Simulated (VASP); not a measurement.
Zn, 2 atoms in the cell. It takes space group P6_3/mmc (No. 194, hexagonal). Conventional cell: a = 2.593 Å, b = 2.593 Å, c = 4.917 Å, α = 90.00°, β = 90.00°, γ = 120.00°. Zn (site symmetry -6m2) has 12 Zn at 2.59 to 2.88 Å as nearest neighbours. The cell was built by a generator and needn't be a form met in nature.

```yaml
Program: VASP 6.6.1
Task: electrostatic potential
Functional: r2SCAN
Dispersion: rVV10
Potentials_or_basis: VASP PAW PBE potentials, release 64 (Zn)
Cutoff: 520 eV
k_mesh: 18 × 18 × 10
Occupations: methfessel-paxton, width 0.1 eV
Spin: no spin polarisation
Further_INCAR_settings: ALGO = Normal; EDIFF = 1e-06
```

Potentials or basis: VASP PAW PBE potentials, release 64 (Zn).

The run is started by

```console
$ cat potpaw_PBE.64/Zn/POTCAR > POTCAR
$ mpirun -np 1 vasp_std > vasp.out
```

Hardware: 1 thread of AMD EPYC 9R45 96-Core Processor (Zen 5), on a shared host.

Task: Estimate the wall time of this run.

Result: Run time: 3.4 min on 1 thread of AMD EPYC 9R45 96-Core Processor (Zen 5), on a shared host, peak memory 0.26 GiB. Counts: scf iterations 17, k points 222.
